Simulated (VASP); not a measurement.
Set up this calculation in VASP 6.6.1, as the native input.

| Property | Result |
| --- | --- |
| Task | atomic charges |
| Functional | PBE |
| Potentials or basis | VASP PAW PBE potentials, release 64 (Ni, O) |
| Cutoff | 520 eV |
| k mesh | 10 × 10 × 10 |
| Occupations | gaussian, width 0.02 eV |
| Spin | collinear spin, ferromagnetic start |
| Starting moments | [1.0, 0.0] μB |
| Further INCAR settings | ALGO = Normal; EDIFF = 1e-06 |

The structure of NiO lies in POSCAR:

```
NiO
1.0
    0.0000000000      2.2406300000      2.2406300000
    2.2406300000      0.0000000000      2.2406300000
    2.2406300000      2.2406300000      0.0000000000
Ni O
1 1
Direct
    0.0000000000      0.0000000000      0.0000000000
    0.7500000000      0.7500000000      0.7500000000
```

The cell was built by a generator and needn't be a form met in nature.

These files were run (other wordings do the same):

INCAR

```
SYSTEM = NiO
PREC = Accurate
ENCUT = 520
EDIFF = 1E-6
ISMEAR = 0
SIGMA = 0.02
LREAL = .False.
LASPH = .True.
NELM = 100
ALGO = Normal
ISIF = 2
LWAVE = .False.
LCHARG = .False.
ISPIN = 2
MAGMOM = 1 0
LORBIT = 11
LMAXMIX = 4
GGA = PE
```

KPOINTS

```
regular mesh
0
Gamma
  10 10 10
  0 0 0
```

Potentials or basis: VASP PAW PBE potentials, release 64 (Ni, O).

Run with:

```sh
$ cat potpaw_PBE.64/Ni/POTCAR potpaw_PBE.64/O/POTCAR > POTCAR
$ mpirun -np 1 vasp_std > vasp.out
```

Results of the run:

- Pressure: 0.4 GPa
- Band gap on the k mesh: none (metal or under the smearing width)
- Net moment: 1.94 μB per cell
- Site moments: Ni +1.51; O +0.37 μB
- Valence electrons inside the program's atomic spheres: Ni 9.10; O 4.97

Caveat: a cell with one magnetic atom can't hold antiferromagnetic order, which such compounds often take; semilocal functionals often make such compounds metallic where correlation or magnetic order opens a gap, which also shifts bond lengths.

Run time: 11 s on 1 thread of Intel(R) Xeon(R) 6975P-C (Granite Rapids), with other jobs on the host, peak memory 0.16 GiB.
